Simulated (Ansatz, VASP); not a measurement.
**ScAl2 in VASP and in Ansatz**

INCAR

```
SYSTEM = ScAl2
ALGO = Fast ; EDIFF = 1E-7
EDIFFG = -0.01 ; ENCUT = 600
GGA = PS ; IBRION = 2
ISIF = 3 ; ISMEAR = 0
LASPH = .TRUE. ; LCHARG = .FALSE.
LREAL = .FALSE. ; LWAVE = .FALSE.
NELM = 60 ; NSW = 80
PREC = Accurate ; SIGMA = 0.1
```

Contents of KPOINTS:

```
k-points
0
G
  4 4 4
  0 0 0
```

Contents of POSCAR:

```
ScAl2
1.0
    0.0000000000      3.7776526849      3.7776526849
    3.7776526849      0.0000000000      3.7776526849
    3.7776526849      3.7776526849      0.0000000000
Sc Al
2 4
Direct
    0.5000000000      0.5000000000      0.5000000000
    0.7500000000      0.7500000000      0.7500000000
    0.1250000000      0.1250000000      0.1250000000
    0.6250000000      0.1250000000      0.1250000000
    0.1250000000      0.6250000000      0.1250000000
    0.1250000000      0.1250000000      0.6250000000
```

Input for Ansatz:

```yaml
crystal:
  lattice:
    - [0.0, 3.7776526849, 3.7776526849]
    - [3.7776526849, 0.0, 3.7776526849]
    - [3.7776526849, 3.7776526849, 0.0]
  atoms:
    - { symbol: Sc, position: [0.5, 0.5, 0.5] }
    - { symbol: Sc, position: [0.75, 0.75, 0.75] }
    - { symbol: Al, position: [0.125, 0.125, 0.125] }
    - { symbol: Al, position: [0.625, 0.125, 0.125] }
    - { symbol: Al, position: [0.125, 0.625, 0.125] }
    - { symbol: Al, position: [0.125, 0.125, 0.625] }
basis:
  ecutwfc: 420
kpoints:
  mp_grid: { grid: [4, 4, 4] }
hamiltonian:
  xc: pbesol
scf:
  occupations: { method: gaussian, width: 0.1 }
output:
  forces: true
  stress: true
  eigenvalues: true
relax:
  adjacent_minimum: "off"
  f_tol: 0.01
  max_steps: 60
  cell: { stress_tol: 0.05 }
```

Alike in both runs: task relaxation of cell and atoms; functional PBEsol; k mesh 4 × 4 × 4; occupations gaussian, width 0.1 eV; no spin polarisation.

```csv
,VASP,Ansatz
version,VASP 6.6.1,Ansatz 0.2.0
potentials or method,"VASP PAW PBE potentials, release 64 (Sc_sv, Al)","scalar-relativistic, plane waves, PAW"
plane-wave cutoff (eV),600,420
valence electrons in the cell,34,34
```

```tsv
	VASP	Ansatz	Ansatz less VASP
gap on the k mesh at the Fermi level, each at its own relaxed structure (eV)	none	none	-
relaxed volume (Å³/atom)	17.82	17.79	-0.027
relaxed cell length with the largest relative difference (Å)	5.327	5.324	-0.0027
```

A gap of «none» marks a metal or a gap that the smearing closes.

Caveats: the k mesh is coarse (spacing up to 0.36 Å⁻¹), so the values aren't converged; the PAW data sets were made with another functional, which shifts forces and pressure a little (VASP).
